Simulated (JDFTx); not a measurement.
# Sr (Fm-3m) in JDFTx: notebook

The runs below take Sr through equation of state, with RPBE.

Program: JDFTx 1.7.0 (patched build). These are calculated values, not measurements. Logs are shortened: lines on timing, memory, paths and dates and some standing lists are left out, and cuts for length are marked. The log counts tension as positive stress, the text compression.

## 1. Starting point

It takes space group Fm-3m (No. 225, cubic). The conventional cell has a = 6.085 Å, b = 6.085 Å, c = 6.085 Å, α = 90.00°, β = 90.00°, γ = 90.00°. Sr (site symmetry m-3m) is surrounded by 12 Sr at 4.30 Å.

## 2. Equation of state, RPBE, 52.94 Å³/atom (volume scaled by 0.94)

File Sr.in:

```
lattice \
    0.0000000000     5.6318445626     5.6318445626 \
    5.6318445626     0.0000000000     5.6318445626 \
    5.6318445626     5.6318445626     0.0000000000
coords-type Cartesian
ion Sr     0.0000000000     0.0000000000     0.0000000000 1

ion-species pseudo/Sr.upf
elec-cutoff 34
elec-ex-corr gga-x-rpbe gga-c-pbe
kpoint-folding 8 8 8
elec-smearing Fermi 0.0018374661
elec-n-bands 10
electronic-SCF nIterations 100 energyDiffThreshold 1e-09
electronic-minimize nIterations 30 energyDiffThreshold 1e-7
forces-output-coords Cartesian

dump-name run.$VAR
dump End Ecomponents EigStats BandEigs Kpoints Forces Stress
```

Potentials or basis: PseudoDojo-SR-PBE-0.5-standard with smoothed tails.

On the command line:

```bash
> jdftx -c 1 -i Sr.in -o Sr.out
```

Output:

```text
*************** JDFTx 1.7.0 (patched build) ***************

Input parsed successfully to the following command list (including defaults):
[... the input with its defaults ...]

---------- Setting up symmetries ----------

Found 48 point-group symmetries of the bravais lattice
Found 48 space-group symmetries with basis
Applied RMS atom displacement 0 bohrs to make symmetries exact.

---------- Initializing the Grid ----------
R =
[            0      5.63184      5.63184  ]
[      5.63184            0      5.63184  ]
[      5.63184      5.63184            0  ]
unit cell volume = 357.258
G =
[  -0.557827   0.557827   0.557827  ]
[   0.557827  -0.557827   0.557827  ]
[   0.557827   0.557827  -0.557827  ]
Minimum fftbox size, Smin = [  44  44  44  ]
Chosen fftbox size, S = [  48  48  48  ]

---------- Exchange Correlation functional ----------
Initialized LibXC exchange functional 'Hammer, Hansen, and Norskov'
Initialized LibXC correlation functional 'Perdew, Burke & Ernzerhof'

---------- Setting up pseudopotentials ----------
Width of ionic core gaussian charges (only for fluid interactions / plotting) set to 0

Reading pseudopotential file 'pseudo/Sr.upf':
  'Sr' pseudopotential, 'PBE' functional
  Generated using ONCVPSP code by D. R. Hamann
  10 valence electrons, 3 orbitals, 6 projectors, 1001 radial grid points, with lMax = 2
    4S    l: 0   occupation:  2.0   eigenvalue: -1.503063
    4P    l: 1   occupation:  6.0   eigenvalue: -0.838698
    5S    l: 0   occupation:  2.0   eigenvalue: -0.129587
  Core radius for overlap checks: 1.50 bohrs.

Initialized 1 species with 1 total atoms.

Folded 1 k-points by 8x8x8 to 512 k-points.

---------- Setting up k-points, bands, fillings ----------
Reduced to 29 k-points under symmetry.
Computing the number of bands and number of electrons
Calculating initial fillings.
nElectrons:  10.000000   nBands: 10   nStates: 29

----- Setting up reduced wavefunction bases (one per k-point) -----
average nbasis = 3383.295 , ideal nbasis = 3382.940

---------- Setting up ewald sum ----------
Optimum gaussian width for ewald sums = 2.871130 bohr.
Real space sum over 2197 unit cells with max indices [  6  6  6  ]
Reciprocal space sum over 2197 terms with max indices [  6  6  6  ]

---------- Allocating electronic variables ----------
Initializing wave functions:  linear combination of atomic orbitals
Note: number of bands (10) exceeds available atomic orbitals (5)
Sr pseudo-atom occupations:   s ( 2 2 )  p ( 6 )
	FillingsUpdate:  mu: +0.314907425  nElectrons: 10.000000
LCAOMinimize: Iter:   0  F: -30.8762099011093838  |grad|_K:  1.644e-05  alpha:  1.000e+00
	FillingsUpdate:  mu: +0.314904093  nElectrons: 10.000000
LCAOMinimize: Iter:   1  F: -30.8762102898887321  |grad|_K:  8.720e-07  alpha:  9.918e-01  linmin: -1.565e-03  cgtest:  5.368e-03
	FillingsUpdate:  mu: +0.314904299  nElectrons: 10.000000
LCAOMinimize: Iter:   2  F: -30.8762102908736047  |grad|_K:  1.375e-08  alpha:  8.935e-01  linmin:  3.492e-03  cgtest: -4.277e-02
LCAOMinimize: Converged (|Delta F|<1.000000e-06 for 2 iters).

-------- Electronic minimization -----------
Will mix electronic density at each iteration.
	FillingsUpdate:  mu: +0.314904299  nElectrons: 10.000000
	FillingsUpdate:  mu: +0.206088795  nElectrons: 10.000000
SCF: Cycle:  0   F: -30.950304976522929   dF: -7.409e-02   |Residual|: 1.627e-02   |deigs|: 1.552e-01
	FillingsUpdate:  mu: +0.201035349  nElectrons: 10.000000
SCF: Cycle:  1   F: -30.955384927614546   dF: -5.080e-03   |Residual|: 1.123e-02   |deigs|: 2.400e-02
	FillingsUpdate:  mu: +0.200649689  nElectrons: 10.000000
SCF: Cycle:  2   F: -30.955920046714070   dF: -5.351e-04   |Residual|: 4.738e-03   |deigs|: 7.428e-03
	FillingsUpdate:  mu: +0.200952276  nElectrons: 10.000000
SCF: Cycle:  3   F: -30.955968387399988   dF: -4.834e-05   |Residual|: 1.080e-03   |deigs|: 2.381e-03
	FillingsUpdate:  mu: +0.201033810  nElectrons: 10.000000
SCF: Cycle:  4   F: -30.955973986826475   dF: -5.599e-06   |Residual|: 4.875e-04   |deigs|: 1.033e-03
	FillingsUpdate:  mu: +0.201068281  nElectrons: 10.000000
SCF: Cycle:  5   F: -30.955975030553731   dF: -1.044e-06   |Residual|: 9.010e-05   |deigs|: 6.718e-04
	FillingsUpdate:  mu: +0.201068767  nElectrons: 10.000000
SCF: Cycle:  6   F: -30.955975301757451   dF: -2.712e-07   |Residual|: 2.663e-05   |deigs|: 4.960e-04
	FillingsUpdate:  mu: +0.201068992  nElectrons: 10.000000
SCF: Cycle:  7   F: -30.955975381541499   dF: -7.978e-08   |Residual|: 1.183e-05   |deigs|: 3.552e-04
	FillingsUpdate:  mu: +0.201069749  nElectrons: 10.000000
SCF: Cycle:  8   F: -30.955975407296734   dF: -2.576e-08   |Residual|: 6.889e-06   |deigs|: 2.450e-04
	FillingsUpdate:  mu: +0.201070233  nElectrons: 10.000000
SCF: Cycle:  9   F: -30.955975415733953   dF: -8.437e-09   |Residual|: 4.290e-06   |deigs|: 1.711e-04
	FillingsUpdate:  mu: +0.201070621  nElectrons: 10.000000
SCF: Cycle: 10   F: -30.955975418179126   dF: -2.445e-09   |Residual|: 9.568e-07   |deigs|: 1.370e-04
	FillingsUpdate:  mu: +0.201070722  nElectrons: 10.000000
SCF: Cycle: 11   F: -30.955975418920488   dF: -7.414e-10   |Residual|: 4.674e-07   |deigs|: 1.947e-04
	FillingsUpdate:  mu: +0.201070839  nElectrons: 10.000000
SCF: Cycle: 12   F: -30.955975419117383   dF: -1.969e-10   |Residual|: 6.143e-07   |deigs|: 1.913e-04
SCF: Converged (|Delta E|<1.000000e-09 for 2 iters).

Setting wave functions to eigenvectors of Hamiltonian

# Stress tensor in Cartesian coordinates [Eh/a0^3]:
[ -3.99473e-05            0            0  ]
[            0 -3.99473e-05            0  ]
[            0            0 -3.99473e-05  ]

# Ionic positions in cartesian coordinates:
ion Sr   0.000000000000000   0.000000000000000   0.000000000000000 1

# Forces in Cartesian coordinates:
force Sr  -0.000000000000000   0.000000000000000  -0.000000000000000 1

# Energy components:
   Eewald =      -20.3523997473270875
       EH =        6.8112532976642690
     Eloc =      -26.5455250934514275
      Enl =        5.0549628996022342
      Exc =       -8.3520936685440574
 Exc_core =        3.3036205434333268
       KE =        9.1244880075462582
-------------------------------------
     Etot =      -30.9556937610764926
       TS =        0.0002816580408889
-------------------------------------
        F =      -30.9559754191173830

IonicMinimize: Iter:   0  F: -30.955975419117383  |grad|_K:  0.000e+00
IonicMinimize: Converged (|grad|_K<1.000000e-04).

#--- Lowdin population analysis ---
# oxidation-state Sr +0.448

Dumping 'run.eigStats' ...
	eMin: -1.143593 at state 0 ( [ +0.000000 +0.000000 +0.000000 ] spin 0 )
	HOMO: +0.197981 at state 19 ( [ +0.000000 +0.375000 -0.375000 ] spin 0 )
	mu  : +0.201071
	LUMO: +0.202645 at state 23 ( [ +0.125000 +0.250000 -0.375000 ] spin 0 )
	eMax: +0.411835 at state 28 ( [ +0.250000 +0.500000 -0.250000 ] spin 0 )
	HOMO-LUMO gap: +0.004664
	Optical gap  : +0.013602 at state 19 ( [ +0.000000 +0.375000 -0.375000 ] spin 0 )
Done!
[note: the HOMO, LUMO and gaps printed at the end count levels as full or empty at half filling, so they show a gap where a level is partly filled]
```

Wall time 17 s (1 thread of AMD EPYC 9R45 (Zen 5), shared host); peak memory 0.09 GiB.

Results:

| Item | Value |
| --- | --- |
| Free energy | -842.3550 eV |
| Pressure | 1.2 GPa |
| Band gap on the k mesh | none (metal or under the smearing width) |

Caveat: the potentials were made for another functional, which shifts forces and pressure.

## 3. Equation of state, RPBE, 54.07 Å³/atom (volume scaled by 0.96)

File Sr.in:

```
lattice \
    0.0000000000     5.6715067464     5.6715067464 \
    5.6715067464     0.0000000000     5.6715067464 \
    5.6715067464     5.6715067464     0.0000000000
coords-type Cartesian
ion Sr     0.0000000000     0.0000000000     0.0000000000 1

ion-species pseudo/Sr.upf
elec-cutoff 34
elec-ex-corr gga-x-rpbe gga-c-pbe
kpoint-folding 8 8 8
elec-smearing Fermi 0.0018374661
elec-n-bands 10
electronic-SCF nIterations 100 energyDiffThreshold 1e-09
electronic-minimize nIterations 30 energyDiffThreshold 1e-7
forces-output-coords Cartesian

dump-name run.$VAR
dump End Ecomponents EigStats BandEigs Kpoints Forces Stress ElecDensity Dtot KEdensity
```

Potentials or basis: PseudoDojo-SR-PBE-0.5-standard with smoothed tails.

On the command line:

```bash
> jdftx -c 1 -i Sr.in -o Sr.out
```

Wall time 21 s (1 thread of AMD EPYC 9R45 (Zen 5), shared host); peak memory 0.09 GiB.

Results (log left out):

```yaml
Free_energy: -842.3622 eV
Pressure: 0.9 GPa
Band_gap_on_the_k_mesh: none (metal or under the smearing width)
```

Caveat: the potentials were made for another functional, which shifts forces and pressure.

## 4. Equation of state, RPBE, 55.19 Å³/atom (volume scaled by 0.98)

Sr.in: that of step 3 with these lines changed.

```diff
@@ -1,5 +1,5 @@
 lattice \
-    0.0000000000     5.6715067464     5.6715067464 \
-    5.6715067464     0.0000000000     5.6715067464 \
-    5.6715067464     5.6715067464     0.0000000000
+    0.0000000000     5.7106218222     5.7106218222 \
+    5.7106218222     0.0000000000     5.7106218222 \
+    5.7106218222     5.7106218222     0.0000000000
 coords-type Cartesian
```

On the command line:

```bash
> jdftx -c 1 -i Sr.in -o Sr.out
```

Run time: 18 s. Hardware: 1 thread of AMD EPYC 9R45 (Zen 5), shared host; peak memory 0.1 GiB.

Results (log left out):

* Free energy: -842.3675 eV
* Pressure: 0.6 GPa
* Band gap on the k mesh: none (metal or under the smearing width)

Caveat: the potentials were made for another functional, which shifts forces and pressure.

## 5. Equation of state, RPBE, 56.32 Å³/atom

Sr.in: that of step 4 with these lines changed.

```diff
@@ -1,5 +1,5 @@
 lattice \
-    0.0000000000     5.7106218222     5.7106218222 \
-    5.7106218222     0.0000000000     5.7106218222 \
-    5.7106218222     5.7106218222     0.0000000000
+    0.0000000000     5.7492082753     5.7492082753 \
+    5.7492082753     0.0000000000     5.7492082753 \
+    5.7492082753     5.7492082753     0.0000000000
 coords-type Cartesian
```

On the command line:

```bash
> jdftx -c 1 -i Sr.in -o Sr.out
```

It took 18 s on 1 thread of AMD EPYC 9R45 (Zen 5), shared host; peak memory 0.1 GiB.

Results (log left out):

```yaml
Free_energy: -842.3709 eV
Pressure: 0.4 GPa
Band_gap_on_the_k_mesh: none (metal or under the smearing width)
```

Caveat: the potentials were made for another functional, which shifts forces and pressure.

## 6. Equation of state, RPBE, 57.45 Å³/atom (volume scaled by 1.02)

Sr.in: that of step 5 with these lines changed.

```diff
@@ -1,5 +1,5 @@
 lattice \
-    0.0000000000     5.7492082753     5.7492082753 \
-    5.7492082753     0.0000000000     5.7492082753 \
-    5.7492082753     5.7492082753     0.0000000000
+    0.0000000000     5.7872836118     5.7872836118 \
+    5.7872836118     0.0000000000     5.7872836118 \
+    5.7872836118     5.7872836118     0.0000000000
 coords-type Cartesian
```

Potentials or basis: PseudoDojo-SR-PBE-0.5-standard with smoothed tails.

On the command line:

```bash
> jdftx -c 1 -i Sr.in -o Sr.out
```

Wall time 19 s (1 thread of AMD EPYC 9R45 (Zen 5), shared host); peak memory 0.1 GiB.

It converged, with:

```
Free energy            : -842.3727 eV
Pressure               : 0.1 GPa
Band gap on the k mesh : none (metal or under the smearing width)
```

Caveat: the potentials were made for another functional, which shifts forces and pressure.

## 7. Equation of state, RPBE, 58.57 Å³/atom (volume scaled by 1.04)

Sr.in: that of step 6 with these lines changed.

```diff
@@ -1,5 +1,5 @@
 lattice \
-    0.0000000000     5.7872836118     5.7872836118 \
-    5.7872836118     0.0000000000     5.7872836118 \
-    5.7872836118     5.7872836118     0.0000000000
+    0.0000000000     5.8248644286     5.8248644286 \
+    5.8248644286     0.0000000000     5.8248644286 \
+    5.8248644286     5.8248644286     0.0000000000
 coords-type Cartesian
```

On the command line:

```bash
> jdftx -c 1 -i Sr.in -o Sr.out
```

Wall time 19 s (1 thread of AMD EPYC 9R45 (Zen 5), shared host); peak memory 0.1 GiB.

The run converged. Its results:

| Quantity | Value |
| --- | --- |
| Free energy | -842.3730 eV |
| Pressure | -0.1 GPa |
| Band gap on the k mesh | none (metal or under the smearing width) |

Caveat: the potentials were made for another functional, which shifts forces and pressure.

## 8. Equation of state, RPBE, 59.70 Å³/atom (volume scaled by 1.06)

Sr.in: that of step 7 with these lines changed.

```diff
@@ -1,5 +1,5 @@
 lattice \
-    0.0000000000     5.8248644286     5.8248644286 \
-    5.8248644286     0.0000000000     5.8248644286 \
-    5.8248644286     5.8248644286     0.0000000000
+    0.0000000000     5.8619664762     5.8619664762 \
+    5.8619664762     0.0000000000     5.8619664762 \
+    5.8619664762     5.8619664762     0.0000000000
 coords-type Cartesian
```

On the command line:

```bash
> jdftx -c 1 -i Sr.in -o Sr.out
```

Wall time 19 s (1 thread of AMD EPYC 9R45 (Zen 5), shared host); peak memory 0.1 GiB.

It converged, with:

* Free energy: -842.3718 eV
* Pressure: -0.3 GPa
* Band gap on the k mesh: none (metal or under the smearing width)

Caveat: the potentials were made for another functional, which shifts forces and pressure.

## 9. Equation of state, RPBE

Potentials or basis: PseudoDojo-SR-PBE-0.5-standard with smoothed tails.

This step only gathers the single runs of the series.

What came out:

* Equilibrium volume: 58.20 Å³/atom
* Bulk modulus: 10.6 GPa
* Pressure derivative of the bulk modulus: 3.4

Energy against volume, from the lowest point:
| volume (Å³/atom) | energy (meV/atom) |
| --- | --- |
| 52.940 | 17.98 |
| 54.067 | 10.75 |
| 55.193 | 5.49 |
| 56.319 | 2.05 |
| 57.446 | 0.26 |
| 58.572 | 0.00 |
| 59.698 | 1.15 |

Caveat: the potentials were made for another functional, which shifts forces and pressure. Zero-point motion and thermal expansion aren't in these numbers.
